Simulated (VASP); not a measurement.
# WS2 in VASP: a series of runs

The runs below take WS2 through work function, with LDA, PBE.

Program: VASP 6.6.1. These are calculated values, not measurements. Logs are shortened: lines on timing, memory, paths and dates and some standing lists are left out, and cuts for length are marked.

## 1. Starting point

The cell holds a sheet with vacuum, 9 atoms: a = 3.153 Å, b = 3.153 Å, c = 33.460 Å, α = 90.00°, β = 90.00°, γ = 120.00°.

The cell was built by a generator and needn't be a form met in nature.

## 2. Work function, LDA

Input file INCAR:

```
PREC = Accurate
ENCUT = 520
EDIFF = 1E-6
ISMEAR = -1
SIGMA = 0.05
LREAL = False
LASPH = True
NELM = 60
ALGO = Normal
ISIF = 2
LWAVE = False
LCHARG = True
LELF = True
LVHAR = True
LVACPOTAV = True
```

Input file KPOINTS:

```
regular mesh
0
Gamma
  10 10 1
```

Input file POSCAR:

```
WS2
1.0
    3.1530000000      0.0000000000      0.0000000000
   -1.5765000000      2.7305780981      0.0000000000
    0.0000000000      0.0000000000     33.4600000000
S W
6 3
Direct
    0.6666666667      0.3333333333      0.2689778840
    0.6666666667      0.3333333333      0.3628212791
    0.3333333333      0.6666666667      0.4530783025
    0.3333333333      0.6666666667      0.5469216975
    0.6666666667      0.3333333333      0.6371787209
    0.6666666667      0.3333333333      0.7310221160
    0.3333333333      0.6666666667      0.3158995816
    0.6666666667      0.3333333333      0.5000000000
    0.3333333333      0.6666666667      0.6841004184
```

Potentials or basis: VASP PAW LDA potentials, release 64 (S, W_sv).

Command:

```
$ cat potpaw_LDA.64/S/POTCAR potpaw_LDA.64/W_sv/POTCAR > POTCAR
$ mpirun -np 1 vasp_std > vasp.out
```

OUTCAR:

```text
PREC = Accurate
   ENCUT = 520
   EDIFF = 1E-6
   ISMEAR = -1
   LREAL = False
   LASPH = True
   NELM = 60
   ISIF = 2

 ion  position               nearest neighbor table
   1  0.667  0.333  0.269-   7 2.40   7 2.40   7 2.40
   2  0.667  0.333  0.363-   7 2.40   7 2.40   7 2.40
   3  0.333  0.667  0.453-   8 2.40   8 2.40   8 2.40
   4  0.333  0.667  0.547-   8 2.40   8 2.40   8 2.40
   5  0.667  0.333  0.637-   9 2.40   9 2.40   9 2.40
   6  0.667  0.333  0.731-   9 2.40   9 2.40   9 2.40
   7  0.333  0.667  0.316-   2 2.40   2 2.40   2 2.40   1 2.40   1 2.40   1 2.40
   8  0.667  0.333  0.500-   3 2.40   4 2.40   3 2.40   4 2.40   3 2.40   4 2.40
   9  0.333  0.667  0.684-   5 2.40   5 2.40   5 2.40   6 2.40   6 2.40   6 2.40

  LATTYP: Found a hexagonal cell.
 ALAT       =     3.1530000000
 C/A-ratio  =    10.6121154456

  Lattice vectors:

 A1 = (   3.1530000000,   0.0000000000,   0.0000000000)
 A2 = (  -1.5765000000,   2.7305780981,   0.0000000000)
 A3 = (   0.0000000000,   0.0000000000,  33.4600000000)

Analysis of symmetry for initial positions (statically):
=====================================================================
 Subroutine PRICEL returns:
 Original cell was already a primitive cell.

 Routine SETGRP: Setting up the symmetry group for a
 hexagonal supercell.

 Subroutine GETGRP returns: Found 12 space group operations
 (whereof 12 operations were pure point group operations)
 out of a pool of 24 trial point group operations.

The static configuration has the point symmetry D_3h.

Analysis of symmetry for dynamics (positions and initial velocities):
=====================================================================
 Subroutine PRICEL returns:
 Original cell was already a primitive cell.

 Routine SETGRP: Setting up the symmetry group for a
 hexagonal supercell.

 Subroutine GETGRP returns: Found 12 space group operations
 (whereof 12 operations were pure point group operations)
 out of a pool of 24 trial point group operations.

The dynamic configuration has the point symmetry D_3h.

 Subroutine INISYM returns: Found 12 space group operations
 (whereof 12 operations are pure point group operations),
 and found     1 'primitive' translations

----------------------------------------------------------------------------------------

                                     Primitive cell

  volume of cell :     288.0743

  direct lattice vectors                    reciprocal lattice vectors
     3.153000000  0.000000000  0.000000000     0.317158262  0.183111408  0.000000000
    -1.576500000  2.730578098  0.000000000     0.000000000  0.366222816  0.000000000
     0.000000000  0.000000000 33.460000000     0.000000000  0.000000000  0.029886432

  length of vectors
     3.153000000  3.153000000 33.460000000     0.366222816  0.366222816  0.029886432

  position of ions in fractional coordinates (direct lattice)
     0.666666667  0.333333333  0.268977884
     0.666666667  0.333333333  0.362821279
     0.333333333  0.666666667  0.453078303
     0.333333333  0.666666667  0.546921697
     0.666666667  0.333333333  0.637178721
     0.666666667  0.333333333  0.731022116
     0.333333333  0.666666667  0.315899582
     0.666666667  0.333333333  0.500000000
     0.333333333  0.666666667  0.684100418

  ion indices of the primitive-cell ions
   primitive index   ion index
                 1           1
                 2           2
                 3           3
                 4           4
                 5           5
                 6           6
                 7           7
                 8           8
                 9           9

----------------------------------------------------------------------------------------

 KPOINTS: regular mesh

Automatic generation of k-mesh.
 Grid dimensions read from file:
 generate k-points for:   10   10    1

 Generating k-lattice:

  Cartesian coordinates                     Fractional coordinates (reciprocal lattice)
     0.031715826  0.018311141  0.000000000     0.100000000  0.000000000  0.000000000
     0.000000000  0.036622282  0.000000000     0.000000000  0.100000000  0.000000000
     0.000000000  0.000000000  0.029886432     0.000000000  0.000000000  1.000000000

  Length of vectors
     0.036622282  0.036622282  0.029886432

  Shift w.r.t. Gamma in fractional coordinates (k-lattice)
     0.000000000  0.000000000  0.000000000

 Subroutine IBZKPT returns following result:
 ===========================================

 Found     14 irreducible k-points:

 Following reciprocal coordinates:
            Coordinates               Weight
  0.000000  0.000000  0.000000      1.000000
  0.100000  0.000000  0.000000      6.000000
  0.200000  0.000000  0.000000      6.000000
  0.300000  0.000000  0.000000      6.000000
  0.400000  0.000000  0.000000      6.000000
  0.500000  0.000000  0.000000      3.000000
  0.100000  0.100000  0.000000      6.000000
  0.200000  0.100000  0.000000     12.000000
  0.300000  0.100000  0.000000     12.000000
  0.400000  0.100000  0.000000     12.000000
  0.200000  0.200000  0.000000      6.000000
  0.300000  0.200000  0.000000     12.000000
  0.400000  0.200000  0.000000      6.000000
  0.300000  0.300000  0.000000      6.000000
   k-points           NKPTS =     14   k-points in BZ     NKDIM =     14   number of bands    NBANDS=     46
   number of dos      NEDOS =    301   number of ions     NIONS =      9
   total plane-waves  NPLWV = 144000
   dimension x,y,z NGX =    24 NGY =   24 NGZ =  250
   dimension x,y,z NGXF=    48 NGYF=   48 NGZF=  500
   ions per type =               6   3
   NGX,Y,Z   is equivalent  to a cutoff of  12.65, 12.65, 12.42 a.u.
   NGXF,Y,Z  is equivalent  to a cutoff of  25.31, 25.31, 24.84 a.u.
 SYSTEM =  unknown system
   PREC   = accura    normal or accurate (medium, high low for compatibility)
   ISTART =      0    job   : 0-new  1-cont  2-samecut
   ICHARG =      2    charge: 1-file 2-atom 10-const
   ISPIN  =      1    spin polarized calculation?
   LNONCOLLINEAR =      F non collinear calculations
   LSORBIT =      F    spin-orbit coupling
   LASPH  =      T    aspherical Exc in radial PAW
   ENCUT  =  520.0 eV  38.22 Ry    6.18 a.u.   5.86  5.86 62.21*2*pi/ulx,y,z
   NELM   =     60;   NELMIN=  2; NELMDL= -5     # of ELM steps
   EDIFF  = 0.1E-05   stopping-criterion for ELM
   LREAL  =      F    real-space projection
   EDIFFG = 0.1E-04   stopping-criterion for IOM
   NSW    =      0    number of steps for IOM
   IBRION =     -1    ionic relax: 0-MD 1-quasi-New 2-CG
   NFREE  =      0    steps in history (QN), initial steepest desc. (CG)
   ISIF   =      2    stress and relaxation
   ISYM   =      2    0-nonsym 1-usesym 2-fastsym
   POTIM  = 0.5000    time-step for ionic-motion
   TEBEG  =    0.0;   TEEND  =   0.0 temperature during run
   PSTRESS=    0.0 pullay stress
   NELECT =      78.0000    total number of electrons
   NUPDOWN=      -1.0000    fix difference up-down
   EMIN   =  10.00;   EMAX   =-10.00  energy-range for DOS
   EFERMI =   0.00;   METHOD = LEGACY
   ISMEAR =    -1;   SIGMA  =   0.05  broadening in eV -4-tet -1-fermi 0-gaus
   EFERMI_NEDOS =   21; number of points for ismear=-14 and -15
   IALGO  =     38    algorithm
   IMIX   =      4    mixing-type and parameters
     AMIX     =   0.40;   BMIX     =  1.00
     AMIX_MAG =   1.60;   BMIX_MAG =  1.00
  volume/ion in A,a.u.               =      32.01       216.00
  Fermi-wavevector in a.u.,A,eV,Ry     =   1.059103  2.001414 15.261643  1.121699
  Thomas-Fermi vector in A             =   2.194436
   LORBIT       =      0    0 simple, 1 ext, 2 COOP (PROOUT), +10 PAW based schemes
   GGA     = CA    functional components
   LHFCALC =     F    Hartree Fock is set to
   AEXX    =    0.0000 exact exchange contribution
   IVDW    =     0    specifies the selected vdW correction
   LEPSILON=     F    determine dielectric tensor
   LRPA    =     F    only Hartree local field effects (RPA)
 non-spin polarized calculation
  energy-cutoff  :      520.00
  volume of cell :      288.07
 maximum number of plane-waves:      7802
 NGX is ok and might be reduce to    24
   NGX = 11   NGY = 11   NGZ =125

 number of electron      77.9999993 magnetization

 Free energy of the ion-electron system (eV)
  ---------------------------------------------------
  ext. energy  EPLUGINS =         0.00000000
  ---------------------------------------------------
  free energy    TOTEN  =       -78.64100648 eV

  energy without entropy =      -78.64100606  energy(sigma->0) =      -78.64100627

 E-fermi :   2.1317     XC(G=0):  -6.5586

 val. band max:        1.5771972379   @ k =   0.0000   0.0000   0.0000
 cond. band min:       2.8004311080   @ k =   0.2000   0.2000   0.0000
 fundamental gap:      1.2232338701
 Fermi energy:         2.1317447151

 k-point     1 :       0.0000    0.0000    0.0000
  band No.  band energies     occupation
      1     -72.4604      2.00000
      2     -72.4581      2.00000
      3     -72.4581      2.00000
      4     -36.9922      2.00000
      5     -36.9901      2.00000
      6     -36.9901      2.00000
[... 38 lines left out ...]
     45       4.0095      0.00000
     46       4.1126      0.00000

 k-point     2 :       0.1000    0.0000    0.0000
  band No.  band energies     occupation
      1     -72.4585      2.00000
      2     -72.4562      2.00000
      3     -72.4562      2.00000
      4     -36.9856      2.00000
      5     -36.9835      2.00000
      6     -36.9835      2.00000
[... 38 lines left out ...]
     45       3.9520      0.00000
     46       3.9654      0.00000

 k-point     3 :       0.2000    0.0000    0.0000
  band No.  band energies     occupation
      1     -72.4536      2.00000
      2     -72.4513      2.00000
      3     -72.4513      2.00000
      4     -36.9682      2.00000
      5     -36.9661      2.00000
      6     -36.9661      2.00000
[... 528 lines left out ...]
     45       4.7666      0.00000
     46       4.7846      0.00000

 k-point    14 :       0.3000    0.3000    0.0000
  band No.  band energies     occupation
      1     -72.4384      2.00000
      2     -72.4361      2.00000
      3     -72.4361      2.00000
      4     -37.0966      2.00000
      5     -37.0935      2.00000
      6     -37.0935      2.00000
[... 38 lines left out ...]
     45       4.7401      0.00000
     46       4.8115      0.00000

------------------------ aborting loop because EDIFF is reached ----------------------------------------

  FORCE on cell =-STRESS in cart. coord.  units (eV):
  Direction    XX          YY          ZZ          XY          YZ          ZX
  --------------------------------------------------------------------------------------
  -------------------------------------------------------------------------------------
  Total       -3.4522811     -3.4522811     -3.3554917      0.0000000      0.0000000      0.0000000
  in kB      -19.2004862    -19.2004862    -18.6621740      0.0000000      0.0000000      0.0000000
  external PRESSURE =     -19.0210488 kB  Pullay stress =       0.0000000 kB

 VOLUME and BASIS-vectors are now :
 -----------------------------------------------------------------------------
  energy-cutoff  :      520.00
  volume of cell :      288.07
      direct lattice vectors                 reciprocal lattice vectors
     3.153000000  0.000000000  0.000000000     0.317158262  0.183111408  0.000000000
    -1.576500000  2.730578098  0.000000000     0.000000000  0.366222816  0.000000000
     0.000000000  0.000000000 33.460000000     0.000000000  0.000000000  0.029886432

 POSITION                                       TOTAL-FORCE (eV/Angst)
 -----------------------------------------------------------------------------------
      1.57650      0.91019      9.00000         0.000000      0.000000      0.352372
      1.57650      0.91019     12.14000         0.000000     -0.000000     -0.286011
     -0.00000      1.82039     15.16000        -0.000000     -0.000000      0.286835
     -0.00000      1.82039     18.30000        -0.000000     -0.000000     -0.286835
      1.57650      0.91019     21.32000         0.000000     -0.000000      0.286011
      1.57650      0.91019     24.46000         0.000000      0.000000     -0.352372
     -0.00000      1.82039     10.57000        -0.000000     -0.000000     -0.035923
      1.57650      0.91019     16.73000         0.000000      0.000000      0.000000
     -0.00000      1.82039     22.89000        -0.000000      0.000000      0.035923
 -----------------------------------------------------------------------------------
    total drift:                               -0.000000      0.000000     -0.000000

  FREE ENERGIE OF THE ION-ELECTRON SYSTEM (eV)
  ---------------------------------------------------
  free  energy   TOTEN  =       -78.6410064823 eV

  energy  without entropy=      -78.6410060585  energy(sigma->0) =      -78.64100627
```

It took 3.2 min on 1 thread of Intel Xeon Platinum 8488C (Sapphire Rapids), shared host; peak memory 0.34 GiB.

Results:

| Item | Value |
| --- | --- |
| Free energy | -78.6410 eV |
| Largest force | 0.352 eV/Å |
| Band gap on the k mesh | 1.22 eV, indirect (least direct gap 2.19 eV) |

Forces on the atoms (eV/Å):
```
S    0.000  0.000  0.352
S    0.000  0.000 -0.286
S    0.000  0.000  0.287
S    0.000  0.000 -0.287
S    0.000  0.000  0.286
S    0.000  0.000 -0.352
W    0.000  0.000 -0.036
W    0.000  0.000  0.000
W    0.000  0.000  0.036
```

Caveat: spin-orbit coupling is left out, which moves the levels of the heavy elements. LDA gaps usually lie below the measured ones, often by a third to a half.

(Continued in part 2 of 2.)
